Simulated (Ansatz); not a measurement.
# WSe2: the cost of one run

Computed with Ansatz 0.2.0 (DFT PBE, scalar-relativistic, plane waves, PAW, unless a step's input says otherwise).

2 further runs of the same task are left out: 1 that didn't finish, 1 set aside as unsound or not needed.

### Step 1. The starting structure

Symmetry: P4/mmm, No. 123, tetragonal system. The conventional cell has a = 4.206 Å, b = 4.206 Å, c = 4.315 Å, α = 90.00°, β = 90.00°, γ = 90.00°. Around W (site symmetry 4/mmm) lie 2 Se at 2.16 Å. Around Se (site symmetry 4/mmm) lie 2 W at 2.16 Å. Se (site symmetry 4/mmm) is surrounded by 4 Se at 2.97 Å.

Structure file:

```xyz
3
Lattice="4.2062 0.0000 0.0000 0.0000 4.2062 0.0000 0.0000 0.0000 4.3152" Properties=species:S:1:pos:R:3 pbc="T T T"
W     0.0000    0.0000    2.1576
Se    0.0000    0.0000    0.0000
Se    2.1031    2.1031    0.0000
```

Recipe of the guess: random cell by space group and Wyckoff sites (P4/mmm, No. 123). Its size is a rough estimate.

### Step 2. A first look at the guess

The input, input.yaml:

```yaml
crystal:
  lattice:
    - [4.20621311, 0.0, 0.0]
    - [0.0, 4.20621311, 0.0]
    - [0.0, 0.0, 4.31523116]
  atoms:
    - { symbol: W, position: [0.0, 0.0, 0.5] }
    - { symbol: Se, position: [0.0, 0.0, 0.0] }
    - { symbol: Se, position: [0.5, 0.5, 0.0] }
basis:
  ecutwfc: 420
kpoints:
  mp_grid: { grid: [4, 4, 4] }
hamiltonian:
  xc: pbe
scf:
  occupations: { method: gaussian, width: 0.1 }
  lower_state_search: "off"
output:
  forces: true
  stress: true
  eigenvalues: true
```

The run is started by

```
$ ansatz run input.yaml --threads 1 --pin off --max-ram 2560MiB --backend cpu --events-out ev --progress --plain --runs-dir out
```

Q: Estimate wall time and peak memory on 1 thread of AMD EPYC 7R43 (Zen 3), shared host.

About 1.6 s, with a peak of 0.4 GiB.
